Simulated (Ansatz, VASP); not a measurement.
**La in VASP and in Ansatz**

INCAR

```
PREC     = Accurate       # precision mode
ENCUT    = 520            # plane-wave cutoff, eV
EDIFF    = 1E-6           # SCF threshold, eV
ISMEAR   = -1             # smearing method
SIGMA    = 0.05           # smearing width, eV
LREAL    = F              # projectors in reciprocal space
LASPH    = T              # aspherical terms in the spheres
NELM     = 60             # most SCF steps
ALGO     = Normal         # electronic algorithm
ISIF     = 2              # what is computed and relaxed
LWAVE    = F              # write WAVECAR
LCHARG   = F              # write CHGCAR
GGA      = PE             # functional
NBANDS   = 12             # bands
```

KPOINTS

```
regular mesh
0
Gamma
  12 12 12
```

File POSCAR:

```
La
1.0
    0.0000000000      2.6480000000      2.6480000000
    2.6480000000      0.0000000000      2.6480000000
    2.6480000000      2.6480000000      0.0000000000
La
1
Direct
    0.0000000000      0.0000000000      0.0000000000
```

Input for Ansatz:

```yaml
crystal:
  lattice:
    - [0.0, 2.648, 2.648]
    - [2.648, 0.0, 2.648]
    - [2.648, 2.648, 0.0]
  atoms:
    - { symbol: La, position: [0.0, 0.0, 0.0] }
kpoints:
  mp_grid: { grid: [12, 12, 12] }
scf:
  occupations: { method: fermi_dirac, width: 0.05 }
hamiltonian:
  xc: pbe
  pseudopotentials: { kind: all_electron, lapw: { basis_error: 0.03 } }
output:
  forces: true
  stress: true
  eigenvalues: true
```

Alike in both runs: task single point; functional PBE; k mesh 12 × 12 × 12; occupations fermi-dirac, width 0.05 eV; no spin polarisation.

|  | VASP | Ansatz |
| --- | --- | --- |
| version | VASP 6.6.1 | Ansatz 0.2.0 |
| potentials or method | VASP PAW PBE potentials, release 64 (La) | all-electron LAPW, scalar-relativistic |
| plane-wave cutoff (eV) | 520 | see its input |

|  | VASP | Ansatz | Ansatz less VASP |
| --- | --- | --- | --- |
| pressure (GPa) | -0.2 | -0.2 | -0.02 |

Ansatz ran all-electron here, so the differences hold the error of VASP's frozen core and of both bases.

Spin-orbit coupling is left out, which matters for the levels of La.
